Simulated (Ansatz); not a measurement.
# AlN: symmetry broken, then relaxed

These are results of Ansatz 0.2.0, DFT PBE, scalar-relativistic, plane waves, PAW, not measurements. Settings: plane waves to 420 eV, k-mesh 6×6×6 (Γ-centred), Gaussian smearing 0.05 eV. No spin polarisation. Energies are free energies at this smearing, counted from the undisturbed cell; pressure is positive in compression.

The starting cell (relaxed at this level):

```xyz
16
Lattice="3.1302 0.0000 -5.0180 3.1302 0.0000 5.0180 -3.1302 -5.4217 0.0000" Properties=species:S:1:pos:R:3 pbc="T T T"
Al    4.6954   -0.9036    0.0087
Al    1.5651   -0.9036    0.0087
Al    3.1302   -3.6145    0.0087
Al    0.0000   -3.6145    0.0087
Al    3.1302   -1.8072   -2.5003
Al    3.1302   -1.8072    2.5177
Al    1.5651   -4.5181   -2.5003
Al    1.5651   -4.5181    2.5177
N     1.5651   -0.9036   -3.0947
N     1.5651   -0.9036    1.9232
N     0.0000   -3.6145   -3.0947
N     0.0000   -3.6145    1.9232
N     3.1302   -1.8072   -0.5857
N     0.0000   -1.8072   -0.5857
N     1.5651   -4.5181   -0.5857
N    -1.5651   -4.5181   -0.5857
```

The atoms are displaced (Å, in the unstrained cell):

```tsv
atom	ux	uy	uz
Al1	0.138	-0.099	-0.165
Al2	0.168	0.107	0.284
Al3	-0.085	-0.038	-0.020
Al4	0.313	0.051	-0.009
Al5	0.221	-0.451	-0.324
Al6	-0.084	0.238	-0.321
Al7	-0.056	0.203	-0.052
Al8	-0.058	-0.248	-0.103
N9	0.349	0.072	0.001
N10	-0.027	0.230	-0.154
N11	-0.109	-0.023	-0.155
N12	-0.355	-0.002	0.236
N13	-0.216	0.064	-0.234
N14	-0.007	-0.098	0.579
N15	-0.377	-0.103	0.168
N16	0.185	0.097	0.267
```

Cell and atoms are then relaxed.

Task: Does the relaxation return to the undisturbed structure?

Result: Yes (up to a choice of domain or origin): same space group and volume, and an energy 0.0 meV/atom from it. The disturbance itself cost 1291.5 meV/atom. The final space group reads P6_3mc (tolerance 0.05 Å) and the volume changes by -0.03 %.

Final structure:

```yaml
crystal:
  lattice:
    - [3.12990, 0.00002, -5.01751]
    - [3.12994, -0.00001, 5.01754]
    - [-3.12993, -5.42130, 0.00000]
  atoms:
    - { symbol: Al, position: [0.83247, 0.83420, 0.16666] }
    - { symbol: Al, position: [0.33247, 0.33420, 0.16667] }
    - { symbol: Al, position: [0.83247, 0.83420, 0.66667] }
    - { symbol: Al, position: [0.33246, 0.33419, 0.66666] }
    - { symbol: Al, position: [0.91580, 0.41753, 0.33333] }
    - { symbol: Al, position: [0.41580, 0.91754, 0.33333] }
    - { symbol: Al, position: [0.91580, 0.41753, 0.83334] }
    - { symbol: Al, position: [0.41580, 0.91753, 0.83333] }
    - { symbol: N, position: [0.64170, 0.02497, 0.16666] }
    - { symbol: N, position: [0.14170, 0.52497, 0.16666] }
    - { symbol: N, position: [0.64170, 0.02496, 0.66667] }
    - { symbol: N, position: [0.14170, 0.52497, 0.66667] }
    - { symbol: N, position: [0.72504, 0.60831, 0.33334] }
    - { symbol: N, position: [0.22504, 0.10831, 0.33334] }
    - { symbol: N, position: [0.72504, 0.60830, 0.83334] }
    - { symbol: N, position: [0.22503, 0.10830, 0.83334] }
```

The relaxation, step by step (energy from the first step; small jumps at an unchanged geometry come where the plane waves are selected anew for the new cell):

```tsv
step	ΔE (meV/atom)	largest force component (eV/Å)	pressure (GPa)
1	0.0	18.017	32.23
2	-739.0	8.828	11.29
3	-1081.1	3.885	3.91
4	-1233.1	1.651	2.23
5	-1291.5	0.021	-0.03
6	-1291.5	0.001	0.00
7	-1291.5	0.001	0.06
```

Frames along the relaxation (Å, eV/Å):

```xyz
16
Lattice="3.130 0.000 -5.018 3.130 0.000 5.018 -3.130 -5.422 0.000" Properties=species:S:1:pos:R:3:forces:R:3 pbc="T T T" step=1
Al    4.834   -1.003   -0.156   -4.691    1.413    1.476
Al    1.733   -0.796    0.292   -0.184    0.171  -17.091
Al    3.045   -3.652   -0.011    1.849    0.703   -2.501
Al    0.313   -3.563    0.000  -14.589    8.899    4.059
Al    3.351   -2.258   -2.824    2.562   18.017    2.408
Al    3.047   -1.569    2.196    3.811   -2.704    0.972
Al    1.509   -4.315   -2.552  -13.027   -7.486    3.062
Al    1.507   -4.766    2.415    0.341    6.492    3.988
N     1.914   -0.831   -3.093   -3.150   -6.064   -2.226
N     1.538   -0.674    1.769   -0.407   -1.185   15.369
N    -0.109   -3.638   -3.249   -1.603    2.382    3.018
N    -0.355   -3.616    2.159   10.257   -8.144   -3.589
N     2.914   -1.743   -0.820    2.886   -2.020    2.436
N    -0.007   -1.905   -0.006    3.861    2.002   -2.097
N     1.188   -4.621   -0.417   15.379  -12.246   -6.835
N    -1.380   -4.421   -0.318   -3.295   -0.229   -2.448
16
Lattice="3.128 -0.054 -4.984 3.089 0.067 4.959 -3.120 -5.583 -0.053" Properties=species:S:1:pos:R:3:forces:R:3 pbc="T T T" step=2
Al    4.748   -0.970   -0.128   -3.161    0.784    1.209
Al    1.734   -0.842    0.177   -0.973    0.193   -8.656
Al    3.055   -3.725   -0.046    0.650    0.293   -2.165
Al    0.203   -3.653   -0.162   -8.107    2.294    2.489
Al    3.266   -2.178   -2.809   -0.504    8.828    1.804
Al    3.098   -1.714    2.202    2.257   -1.167    1.057
Al    1.499   -4.572   -2.617   -5.586   -3.804    1.770
Al    1.496   -4.791    2.452   -0.212    3.733    2.119
N     1.720   -0.871   -3.040   -1.793   -3.763   -1.577
N     1.606   -0.745    1.789   -0.303   -1.188    7.506
N    -0.130   -3.736   -3.181   -0.337    1.138    1.736
N    -0.302   -3.668    2.089    6.596   -3.656   -2.305
N     3.027   -1.862   -0.746    1.790   -0.760    1.565
N    -0.010   -1.928   -0.136    2.827    1.511   -2.020
N     1.265   -4.749   -0.540    8.271   -4.262   -3.221
N    -1.480   -4.612   -0.497   -1.416   -0.174   -1.309
16
Lattice="3.102 -0.044 -4.908 3.117 0.030 4.917 -3.098 -5.584 -0.044" Properties=species:S:1:pos:R:3:forces:R:3 pbc="T T T" step=3
Al    4.695   -0.964   -0.053   -1.129    0.142    0.621
Al    1.700   -0.875    0.099   -0.963   -0.443   -3.687
Al    3.100   -3.726   -0.050   -0.378   -0.128   -0.863
Al    0.120   -3.690   -0.159   -3.786    0.294    2.159
Al    3.169   -2.013   -2.702   -0.589    3.142    1.444
Al    3.178   -1.813    2.254   -0.331   -0.807    1.573
Al    1.531   -4.674   -2.553   -2.268   -0.797    1.280
Al    1.547   -4.736    2.531   -0.738    1.594   -1.395
N     1.562   -0.890   -2.998    0.722   -0.870   -0.562
N     1.653   -0.840    1.839   -0.591   -0.707    2.855
N    -0.105   -3.698   -3.078    0.503   -0.328    0.712
N    -0.171   -3.686    2.061    3.721   -1.478   -1.960
N     3.122   -1.904   -0.635    0.402    0.135    0.411
N     0.007   -1.898   -0.244    1.608    0.979   -1.940
N     1.393   -4.751   -0.533    3.885   -0.733   -1.734
N    -1.533   -4.655   -0.575   -0.067    0.006    1.087
16
Lattice="3.130 0.000 -5.013 3.130 0.000 5.014 -3.130 -5.426 0.000" Properties=species:S:1:pos:R:3:forces:R:3 pbc="T T T" step=5
Al    4.695   -0.904    0.009   -0.010   -0.006   -0.009
Al    1.566   -0.904    0.009   -0.009   -0.004   -0.017
Al    3.129   -3.617    0.009    0.001    0.002   -0.013
Al    0.000   -3.617    0.009   -0.006   -0.008   -0.002
Al    3.131   -1.809   -2.499   -0.009    0.006    0.004
Al    3.131   -1.809    2.516   -0.013   -0.008   -0.003
Al    1.564   -4.522   -2.498   -0.004   -0.002   -0.005
Al    1.564   -4.522    2.516   -0.002    0.001   -0.021
N     1.565   -0.904   -3.092    0.009    0.004    0.008
N     1.566   -0.904    1.922    0.003   -0.002    0.014
N    -0.001   -3.617   -3.092    0.006    0.004    0.014
N    -0.001   -3.617    1.922    0.014   -0.003   -0.001
N     3.130   -1.809   -0.586    0.005    0.003    0.016
N     0.001   -1.809   -0.584    0.003    0.006   -0.004
N     1.564   -4.523   -0.585    0.009    0.007    0.005
N    -1.565   -4.522   -0.585    0.003    0.000    0.015
16
Lattice="3.130 0.000 -5.018 3.130 0.000 5.018 -3.130 -5.421 0.000" Properties=species:S:1:pos:R:3:forces:R:3 pbc="T T T" step=6
Al    4.695   -0.904    0.009    0.000    0.000    0.000
Al    1.565   -0.904    0.009    0.000    0.000    0.000
Al    3.130   -3.614    0.009    0.000    0.000    0.000
Al    0.000   -3.614    0.009    0.000   -0.001    0.000
Al    3.130   -1.807   -2.500    0.000   -0.001    0.000
Al    3.130   -1.807    2.517    0.000    0.000    0.000
Al    1.565   -4.518   -2.500    0.001    0.000    0.000
Al    1.565   -4.518    2.517    0.000    0.000   -0.001
N     1.565   -0.904   -3.094    0.000    0.000    0.000
N     1.565   -0.904    1.923    0.000    0.000    0.000
N     0.000   -3.614   -3.094    0.000    0.000    0.000
N     0.000   -3.614    1.923    0.000    0.000    0.000
N     3.130   -1.807   -0.586    0.000    0.000    0.000
N     0.000   -1.807   -0.586    0.000    0.000    0.000
N     1.565   -4.518   -0.586    0.000    0.000    0.001
N    -1.565   -4.518   -0.586    0.000    0.000    0.001
16
Lattice="3.130 0.000 -5.018 3.130 0.000 5.018 -3.130 -5.421 0.000" Properties=species:S:1:pos:R:3:forces:R:3 pbc="T T T" step=7
Al    4.695   -0.904    0.009    0.000    0.000    0.000
Al    1.565   -0.904    0.009    0.000    0.000    0.000
Al    3.130   -3.614    0.009    0.000    0.000    0.000
Al    0.000   -3.614    0.009    0.000   -0.001    0.000
Al    3.130   -1.807   -2.500    0.000   -0.001    0.000
Al    3.130   -1.807    2.517    0.000    0.000    0.000
Al    1.565   -4.518   -2.500    0.001    0.000    0.000
Al    1.565   -4.518    2.517    0.000    0.000   -0.001
N     1.565   -0.904   -3.094    0.000    0.000    0.000
N     1.565   -0.904    1.923    0.000    0.000    0.000
N     0.000   -3.614   -3.094    0.000    0.000    0.000
N     0.000   -3.614    1.923    0.000    0.000    0.000
N     3.130   -1.807   -0.586    0.000    0.000    0.000
N     0.000   -1.807   -0.586    0.000    0.000    0.000
N     1.565   -4.518   -0.586    0.000    0.000    0.001
N    -1.565   -4.518   -0.586    0.000    0.000    0.001
```

Cost: 3 runs of about 11 core-minutes in all, on Intel Xeon Platinum 8259CL (Skylake/Cascade Lake) (shared hosts).